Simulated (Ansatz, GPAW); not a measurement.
Given: the input of a run of Ansatz 0.2.0 on C. 

The input input.yaml:

```yaml
crystal:
  lattice:
    - [0.0, 1.78337, 1.78337]
    - [1.78337, 0.0, 1.78337]
    - [1.78337, 1.78337, 0.0]
  atoms:
    - { symbol: C, position: [0.75, 0.75, 0.75] }
    - { symbol: C, position: [0.5, 0.5, 0.5] }
hamiltonian:
  xc: pbe
  pseudopotentials: { kind: paw }
kpoints:
  mp_grid: { grid: [13, 13, 13] }
scf:
  occupations: { method: gaussian, width: 0.025 }
output:
  forces: true
  stress: true
  eigenvalues: true
```

Potentials or basis: Ansatz PAW.

The run is started by

```bash
$ ansatz run input.yaml --threads 2 --pin off --max-ram 5632MiB --backend cpu --events-out ev --progress --plain --runs-dir out
```

What does the same run look like in GPAW 26.7.0 (ASE script)? Potentials or basis there: GPAW PAW data sets (gpaw-data 1.2.1), cutoff 800 eV.

As run (cutoffs and basis follow the program's own potentials, and thresholds, step limits or extra output files can differ):

run.py

```python
from ase.dft.bandgap import bandgap
from ase.io import read, write
from ase.units import GPa
from gpaw import GPAW, PW

atoms = read('C.xyz')

calc = GPAW(mode=PW(800),
            xc='PBE',
            kpts={'size': (13, 13, 13), 'gamma': True},
            occupations={'name': 'methfessel-paxton', 'order': 0, 'width': 0.025},
            nbands=11,
            convergence={'density': 1e-05, 'energy': 1e-05},
            maxiter=150,
            txt='gpaw.txt')
atoms.calc = calc
energy = atoms.get_potential_energy()
forces = atoms.get_forces()
stress = atoms.get_stress()
calc.write('gs.gpw')
write('result.traj', atoms)
print(f'Energy: {energy:.6f} eV')
print('Forces (eV/A):')
print(forces.round(4))
print('Stress (GPa):', (stress / GPa).round(3))
print('Fermi level:', round(calc.get_fermi_level(), 4), 'eV')
print(f'Gap: {bandgap(calc)[0]:.4f} eV, direct: {bandgap(calc, direct=True)[0]:.4f} eV')
```

File C.xyz:

```xyz
2
Lattice="0.0000000000 1.7833700000 1.7833700000 1.7833700000 0.0000000000 1.7833700000 1.7833700000 1.7833700000 0.0000000000" Properties=species:S:1:pos:R:3 pbc="T T T"
C      2.6750550000      2.6750550000      2.6750550000
C      1.7833700000      1.7833700000      1.7833700000
```

Potentials or basis: GPAW PAW data sets (gpaw-data 1.2.1), pw.

The run is started by

```sh
$ OMP_NUM_THREADS=1 python run.py
```

Both were run:

|  | Ansatz | GPAW |
| --- | --- | --- |
| Pressure | 1.8 GPa | 1.4 GPa |

Ansatz's pressure holds a Pulay term of +1.04 GPa for its cutoff of 420 eV, which the other run lacks.

Where Ansatz's input types no cutoff or centring, it takes its own default and a Γ-centred mesh.

Pressure is positive in compression.
